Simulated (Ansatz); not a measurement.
# MgO, space group P6_3mc: an equation of state with a fit

Computed with Ansatz's Python interface.

Run as a notebook:

**Cell 1**
```python
import ansatz as az
import numpy as np
from pymatgen.analysis.eos import EOS
```

**Cell 2**
```python
VECTORS = np.array([
    [3.307787, 0.0, 0.0],
    [-1.653893, 2.864628, 0.0],
    [0.0, 0.0, 4.982882],
])
SITES = [
    ('Mg', [1 / 3, 2 / 3, 0.00216]),
    ('Mg', [2 / 3, 1 / 3, 0.50216]),
    ('O', [1 / 3, 2 / 3, 0.40244]),
    ('O', [2 / 3, 1 / 3, 0.90244]),
]
```

**Cell 3**
```python
def build(cell):
    crystal = az.Crystal(lattice=az.Lattice.of(cell))
    for symbol, position in SITES:
        crystal = crystal.atom(symbol, position)
    return crystal

# scale the volume, keep shape and fractions
volumes, energies = [], []
for scale in np.linspace(0.88, 1.12, 7):
    cell = VECTORS * scale ** (1 / 3)
    model = (
        build(cell).calculation()
        .functional(az.Functional.PBESOL)
        .occupations(az.OccupationsMethod.FERMI_DIRAC)
        .scf(tolerance=1e-09)
        .basis(500)
        .kpoints(12, 12, 4)
    )
    summary = model.run(threads=1).report
    volumes.append(abs(np.linalg.det(cell)) / len(SITES))
    energies.append(summary['free_energy_ev'] / len(SITES))
    print(f'V = {volumes[-1]:8.4f} A^3/atom  F = {energies[-1]:.5f} eV/atom')
```
Output:
```text
V =  10.3875 A^3/atom  F = -1237.73900 eV/atom
V =  10.8596 A^3/atom  F = -1237.78713 eV/atom
V =  11.3318 A^3/atom  F = -1237.81355 eV/atom
V =  11.8039 A^3/atom  F = -1237.82225 eV/atom
V =  12.2761 A^3/atom  F = -1237.81652 eV/atom
V =  12.7482 A^3/atom  F = -1237.79897 eV/atom
V =  13.2204 A^3/atom  F = -1237.77173 eV/atom
```

**Cell 4**
```python
for form in ['pourier_tarantola', 'murnaghan']:
    fit = EOS(eos_name=form).fit(volumes, energies)
    print(f'{form:18s} V0 {fit.v0:8.4f} A^3/atom  B0 {fit.b0_GPa:7.1f} GPa  B1 {fit.b1:5.2f}')
```
Output:
```text
pourier_tarantola  V0  11.8367 A^3/atom  B0   121.3 GPa  B1  4.07
murnaghan          V0  11.8379 A^3/atom  B0   120.2 GPa  B1  4.00
```

A third-order Birch-Murnaghan fit through the 7 points has its minimum at 11.84 Å³ an atom, 0.3 % above the typed cell, with a bulk modulus of 121 GPa and dB/dP = 4.0. From that minimum the energy rises by 83.3 meV an atom on the compressed side and 50.6 meV on the expanded side.

Caveats:
- Absolute energies stand on the zero of these potentials, so only differences at equal settings mean something.
- Shape and fractional positions are held along the curve, so the bulk modulus is an upper value where they are free to relax.
- This cell is a computed structure, which may not be the phase found in nature.
- Hardware and time: 35 s on 1 thread of Arm Neoverse V1, with other jobs on the host, peak memory 0.5 GiB.
